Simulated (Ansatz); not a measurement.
What does this script print? It uses the Python package of Ansatz (0.2.0).

`restart_inas.py`
```python
'''Two stages for InAs: converge the density, then read it back for bands.'''

import argparse

import ansatz as az
import numpy as np

FUNCTIONAL = 'PBEsol'
VDW = 'd3bjatm'
K_LENGTH = 20
OCCUPATIONS = 'Gaussian'
SIGMA = 0.3
SCF_TOL = 1e-06
N_EMPTY = 6


def main() -> None:
    vectors = np.array([
        [0.0, 2.877304, 2.877304],
        [2.877304, 0.0, 2.877304],
        [2.877304, 2.877304, 0.0],
    ])
    inas = (
        az.Lattice.of(vectors)
        .atom('In', (0.5, 0.5, 0.5))
        .atom('As', (0.0, 0.0, 0.0))
    )

    parser = argparse.ArgumentParser()
    parser.add_argument('stage', choices=['scf', 'bands'])
    stage = parser.parse_args().stage
    base = (
        inas.calculation()
        .functional(FUNCTIONAL, dispersion=VDW)
        .basis(47 * az.Ry)
        .accuracy('medium')
        .kpoints(length=K_LENGTH)
        .occupations(OCCUPATIONS, width=SIGMA)
        .eigensolver('davidson', full_accuracy=True)
        .scf(tolerance=SCF_TOL, extra_bands=N_EMPTY)
    )
    if stage == 'scf':
        r = base.checkpoint(write='ground.run').run(threads=1).report
        print(f'F = {r["free_energy_ev"]:.5f} eV after {r["n_iterations"]} iterations, saved')
    else:
        points = {'K': (0.375, 0.375, 0.75), 'G': (0.0, 0.0, 0.0), 'L': (0.5, 0.5, 0.5), 'W': (0.5, 0.25, 0.75), 'X': (0.5, 0.0, 0.5)}
        done = base.checkpoint(read='ground.run', post_process_only=True).band_structure(list(points.values()), intervals=1).run(threads=1)
        bands = done.band_structure()
        for label, levels in zip(points, bands.channels[0].eigenvalues_ev - bands.fermi_energy_ev):
            print(f'{label:3s}', ' '.join(f'{e:7.3f}' for e in levels if abs(e) < 6))


if __name__ == '__main__':
    main()
```

```console
$ python restart_inas.py scf
F = -10339.26396 eV after 6 iterations, saved
```

```console
$ python restart_inas.py bands
K    -5.155  -4.266  -1.672  -0.236   5.364
G    -0.803  -0.272  -0.272  -0.272
L     0.114   0.114   1.972   3.158   3.158   4.283
W    -4.852  -3.793  -3.793   2.103   3.950
X    -4.801  -3.052  -2.313  -2.313   3.732
```

What to keep in mind:
- The settings weren't tested for convergence.
- Dispersion corrections can be off by several per cent in the lattices of metals, and by several GPa in the pressure at a fixed cell.
- For a metal this k-point mesh is coarse: on a finer one energies can move by several to tens of meV an atom and pressures by half a GPa or more, differences at one mesh by less.
- The free energy holds a sizeable smearing term, which stands for no physical temperature.
- This is a high-temperature or high-pressure form, not the ambient phase.
- The structure comes from a database of computed cells and needn't be a stable or known phase.
- Gaps and levels are Kohn-Sham values on a finite set of k-points, without spin-orbit coupling.
- Hardware and time: 6.2 s on 1 thread of Arm Neoverse V1, on a shared host, peak memory 0.39 GiB.
